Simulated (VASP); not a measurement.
Crystal: Na2S.

```xyz
3
Lattice="0.0000 3.2735 3.2735 3.2735 0.0000 3.2735 3.2735 3.2735 0.0000" Properties=species:S:1:pos:R:3 pbc="T T T"
S     0.0000    0.0000    0.0000
Na    4.9102    4.9102    4.9102
Na    1.6367    1.6367    1.6367
```

- Program: VASP 6.6.1
- Task: single point
- Functional: PBE
- Potentials or basis: VASP PAW PBE potentials, release 64 (S, Na_pv)
- Cutoff: 520 eV
- k mesh: 7 × 7 × 7
- Occupations: fermi-dirac, width 0.05 eV
- Spin: no spin polarisation

On this cell: pressure 0.3 GPa; largest force zero by symmetry; band gap on the k mesh 2.48 eV, direct.

The same run follows on a disturbed copy (atoms moved at random, drawn with an rms of 0.05 Å):

```
S Na
1.0
     0.00000    3.27350    3.27350
     3.27350    0.00000    3.27350
     3.27350    3.27350    0.00000
S Na
1 2
Direct
  0.00245 0.99582 0.99954
  0.74286 0.74676 0.75882
  0.26369 0.24206 0.24239
```

Q: What changes?

A: The energy moves by +1.9 meV/atom; pressure 0.3 GPa; largest force 0.135 eV/Å; band gap on the k mesh 2.45 eV, direct.

Forces on the atoms (eV/Å):
```
S   -0.005  0.017 -0.003
Na  -0.101  0.017  0.080
Na   0.105 -0.034 -0.077
```

Stress tensor (GPa, compression positive):
```
 0.33 -0.17 -0.05
-0.17  0.32  0.22
-0.05  0.22  0.33
```

